Before a batch of crystal calculations is started, someone has to decide how dense the k mesh should be, and the decision is paid for in every run. Too coarse a mesh can spoil an energy difference between two compounds, while too dense a one wastes computing time that could have gone to more compounds. It is tempting to try a few meshes, see the error collapse, and trust that it will go on falling at about the same rate. In two of the four crystals below that trust is borne out, in a third the remaining error is too small to test it, and in the fourth, the metal AlRu, it fails.

All-electron LAPW calculations with Ansatz 0.2.0 for AlN, AlRu, BP and SrO, using PBE, scalar-relativistic and without spin polarization; only the k mesh changes within each crystal. Fermi–Dirac smearing is 0.03 eV wide for SrO and 0.08 eV for the others. Energies are free energies, including the smearing entropy term, and positive pressure means compression.

| crystal | k mesh | energy less that of the crystal's tightest run (meV/atom) | pressure (GPa) | volume (Å³/atom) |
| --- | --- | --- | --- | --- |
| AlN | 4x4x4 | 18.5 | -0.07 | 10.7 |
| AlN | 6x6x6 | 0.92 | -0.10 | 10.7 |
| AlN | 10x10x10 | 0 | -0.10 | 10.7 |
| AlN | 18x18x18 | 0 | -0.10 | 10.7 |
| AlRu | 4x4x4 | -127 | 0.29 | 13.4 |
| AlRu | 7x7x7 | -6.39 | 2.58 | 13.4 |
| AlRu | 10x10x10 | -2.17 | 2.62 | 13.4 |
| AlRu | 20x20x20 | 0 | 2.62 | 13.4 |
| BP | 4x4x4 | 85.6 | 2.19 | 11.7 |
| BP | 6x6x6 | 8.67 | 1.22 | 11.7 |
| BP | 9x9x9 | 0.4 | 1.09 | 11.7 |
| BP | 17x17x17 | 0 | 1.08 | 11.7 |
| SrO | 2x2x2 | 96.2 | 3.31 | 17.0 |
| SrO | 4x4x4 | 1.69 | 2.94 | 17.0 |
| SrO | 6x6x6 | 0.05 | 2.92 | 17.0 |
| SrO | 11x11x11 | 0 | 2.92 | 17.0 |

The energy column gives each run's free energy per atom relative to the densest mesh used for the same crystal. In AlN, BP and SrO the coarse meshes lie above that reference, and the error shrinks quickly. For BP each added division of the mesh cuts it by a factor of about 3.1 at first and 2.8 later. That near-constant factor is the simple pattern, and its origin shows where it must fail.

A crystal's energy is an average over all electron wave vectors k, and a mesh replaces this average by a sum over a few points. Such a sum treats the crystal as if it repeated itself after a finite block, with as many cells along each edge as the mesh has divisions. Whatever in the electronic structure reaches from one end of the block to the other is miscounted. The mesh error therefore measures how far the electrons' quantum mechanical correlations extend through the solid.

In a crystal with a gap, the filled bands are completely filled at every k. Their summed energy is then a smooth function of k, and a smooth periodic function contains very little fine detail. In real space this means that the correlations die off exponentially with distance, as chemists would expect of electrons held in bonds or on ions. Each extra layer of cells in the block then removes about the same fraction of the remaining error.

This gives an estimate with no adjustable constant: take the fall between a crystal's first two meshes and let it continue at the same rate to the third. Both errors are measured from the densest run, so two runs alone would not supply them. For BP, going from 4x4x4 to 6x6x6 lowers the error from 85.6 to 8.67 meV/atom, which is the factor of 3.1 per division. Three more divisions should reduce it by 3.1 × 3.1 × 3.1, or about 30, to roughly 0.3 meV/atom.

The 9x9x9 run, which played no part in the estimate, has an error of 0.4 meV/atom. The estimate is thus too low by a factor of 1.4, and for SrO by about 1.7. Misses of this size are no surprise, because the pure exponential holds only for large blocks and the first meshes are coarse. For AlN the estimated error is too small to show in the table, so that crystal agrees with the rule without testing it.

AlRu starts out just as promisingly. Its error falls from 127 to 6.39 meV/atom in size between 4x4x4 and 7x7x7, a factor of about 20 for three added divisions. Three more divisions should give another factor of 20 and leave about 0.3 meV/atom. Judged by these two errors alone, AlRu would seem to converge almost as well as BP.

The 10x10x10 run is in fact still 2.17 meV/atom away from the reference, nearly seven times the estimate. The error now shrinks by a factor of only 1.4 per division, where BP and SrO keep factors of nearly 3 and 6 at their last step. This is the row where the pattern visibly breaks, although three errors cannot tell whether 10x10x10 is unusually poor or 7x7x7 happened to land close to the reference. The printed output after this text lists the factors and estimates for each crystal.

The likely cause is the Fermi surface. In a metal some bands are only partly filled, so the occupation drops from full to empty at certain wave vectors inside the band. A sum over such a drop depends on which mesh points happen to fall on either side of it. In real space the sharp drop corresponds to correlations that oscillate and fade slowly, so that even a large block cuts through them. The smearing used in these runs rounds the drop and eventually restores an exponential decay, but only over distances that can be much longer than in a crystal with a gap.

The AlRu runs bear the marks of this poor sampling. At 4x4x4 the Fermi level lies 0.39 eV above its value on the densest mesh. The entropy term of the smearing, which comes from partly filled states, is only 55% of its densest-mesh value. Too few points of the coarse mesh fall near the Fermi surface, and the bands are filled to the wrong level. At 10x10x10, the row that breaks the pattern, the mark is much fainter: the Fermi level is still 0.02 eV above its densest-mesh value.

A comparison with BP helps to separate this cause from simple differences in size. The 9x9x9 block of BP has an edge of 28.9 Å and the 10x10x10 block of AlRu one of 29.9 Å, and both crystals were run with the same smearing width. Even so, the error of AlRu is about five times as large. The two crystals differ in more than their metallic character, and AlRu is the only metal here, so the link to the Fermi surface rests on theory as well as on this contrast.

The reference for AlRu also needs a critical look, because the table has no mesh between 10x10x10 and 20x20x20. Could the break come from an error in the densest run itself? To bring the three coarser runs back onto a steady decay, that run would have to be wrong by about 2 meV/atom. It would then be worse than the 10x10x10 run, which is itself a violation of the pattern. The size of the break is therefore uncertain, but its existence is not.

AlRu departs from the other crystals in sign as well. Its coarse meshes give energies that are too low, by 127 meV/atom at 4x4x4, and this must not be read as a more stable state. Adding k points does not give the electrons more freedom; it only changes how an average is taken, and an average over too few points can err in either direction. A series with a growing basis set would behave differently: each added function gives the orbitals more freedom, so the energy comes down towards its limit from above. The mechanism described here explains why the error of AlRu lingers, but it does not predict its sign. In a metal the error is expected to jump in size, and often in sign, from one mesh to the next, so a given mesh can beat the estimate by luck as well as miss it.

Pressure can give a false sense of safety. For AlRu it is within 0.04 GPa of its final value at 7x7x7, and at 10x10x10 it agrees with the reference to the digits shown, although the energy has not settled. Pressure measures how the energy changes with volume, so an error that is nearly the same at neighbouring volumes would drop out of it, but no second volume was run to check this. With one more digit the AlRu pressures read 2.585, 2.619 and 2.615 GPa, so the pressure error changes sign between 7x7x7 and 10x10x10, and part of the agreement may come from that crossing. AlN shows a similar mismatch at 4x4x4, where an energy error of 18.5 meV/atom comes with a pressure error of only 0.03 GPa. A settled pressure is thus no proof of a settled energy.

Among the crystals with a gap, the same picture suggests what sets the speed of convergence. A larger cell makes each added division lengthen the block by more, and SrO, which has the largest cell of the three, also has the fastest fall. Over the same step from 4x4x4 to 6x6x6 the factors are 5.8 for SrO and 4.5 for AlN. Their logarithms stand in the ratio 1.17, as do the cell edges of 3.634 and 3.114 Å, so per unit length the two errors fade about equally fast. A wide separation between filled and empty states at the same k is expected to shorten the reach of the correlations. The lowest gap of a crystal can be a misleading measure of this. AlN and BP have cells of similar size and lowest PBE gaps of about 3.3 and 1.2 eV, and the error of AlN falls faster, which seems to fit. But the lowest gap of BP joins states at different k, and at k = 0 its filled and empty states lie 3.4 eV apart. The lowest gap of AlN in this cubic structure is expected to join different k as well, so its 3.3 eV cannot be set against that 3.4 eV. Three crystals are too few to separate these influences from everything else that differs between them.

For the decision at the start, suppose that 1 meV/atom is good enough. Among the meshes listed, 6x6x6 then suffices for AlN and SrO and 9x9x9 for BP. For AlRu even 10x10x10 falls short when judged by the 20x20x20 run, and the table cannot say how many more divisions are needed. With a gap, two successive energy changes, which take three meshes, give a fair idea of what the next mesh will bring. With a Fermi surface, the early drop is a poor guide, and the energy itself has to be followed through further meshes until it stops moving by more than the purpose allows over several meshes, since two of them can agree by chance.

Numerical output:

```
AlN, error falls per added division by a factor, 4 to 6: 4.484
BP, the same factor, 4 to 6: 3.142
BP, the same factor, 6 to 9: 2.788
SrO, the same factor, 2 to 4: 7.545
SrO, the same factor, 4 to 6 (last error is rounded): 5.814
AlRu, the same factor, 4 to 7: 2.709
AlRu, the same factor, 7 to 10: 1.433
AlN 10x10x10, estimated error in meV/atom: 0.002275
BP 9x9x9, estimated error in meV/atom: 0.2795
SrO 6x6x6, estimated error in meV/atom: 0.02969
AlRu 10x10x10, estimated error in meV/atom: -0.3215
BP 9x9x9, computed error over estimate: 1.431
SrO 6x6x6, computed error over estimate (rounded input): 1.684
AlRu 10x10x10, computed error over estimate: 6.749
AlRu 10x10x10, computed error less estimate in meV/atom: -1.848
BP 9x9x9, edge of the equivalent block in angstrom: 28.88
AlRu 10x10x10, edge of the equivalent block in angstrom: 29.92
size of error, AlRu 10x10x10 over BP 9x9x9: 5.425
AlRu, Fermi level at 4x4x4 less that at 20x20x20 in eV: 0.3874
AlRu, Fermi level at 10x10x10 less that at 20x20x20 in eV: 0.02378
AlRu, smearing entropy term at 4x4x4 over that at 20x20x20: 0.5493
AlRu 4x4x4, error of the zero-smearing energy in meV/atom: -131
AlRu 4x4x4, pressure error in GPa: -2.33
AlRu 7x7x7, pressure error in GPa: -0.04
BP 4x4x4, pressure error in GPa: 1.11
AlN 4x4x4, pressure error in GPa: 0.03
```
